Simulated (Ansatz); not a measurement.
Hf, DFT, PBE, all-electron LAPW, scalar-relativistic (Ansatz 0.2.0), run on 1 thread of Intel(R) Xeon(R) 6975P-C (Granite Rapids) on a shared host.

The structure comes from a relaxation in the same program, started in the diamond type. Whether it is a known phase or the ground state wasn't checked. The listed cell was then made from it by scaling, straining or moving an atom.

Command: `ansatz run input.yaml --threads 1 --pin off --max-ram 2048MiB --backend cpu --events-out ev --progress --plain --runs-dir out`

```yaml
crystal:
  lattice:
    - [0.0245252772, 3.2700369591, 3.2700369591]
    - [3.2700369591, 0.0245252772, 3.2700369591]
    - [3.2945622363, 3.2945622363, 0.0]
  atoms:
    - { symbol: Hf, position: [0.0, 0.0, 0.0] }
    - { symbol: Hf, position: [0.25, 0.25, 0.25] }
kpoints:
  mp_grid: { grid: [10, 10, 10] }
scf:
  occupations: { method: fermi_dirac, width: 0.03 }
hamiltonian:
  xc: pbe
  pseudopotentials: { kind: all_electron, lapw: { basis_error: 0.0005 } }
output:
  forces: true
  stress: true
  eigenvalues: true
```

How large is the problem that the program sets up?

171 irreducible k-points, 869 plane waves at Γ, 51 bands.

About how long does it take?

73 s of wall time for 9 SCF iterations. Times on shared machines scatter by tens of per cent.

And the same cell and mesh by frozen-core PAW, asked for forces, stress, eigenvalues, efg, write_density, write_potential, elf, on the same hardware?

13 s.

And the same cell and mesh by crystal-made all-electron datasets, asked for forces, stress, eigenvalues, efg, on the same hardware?

39 s.
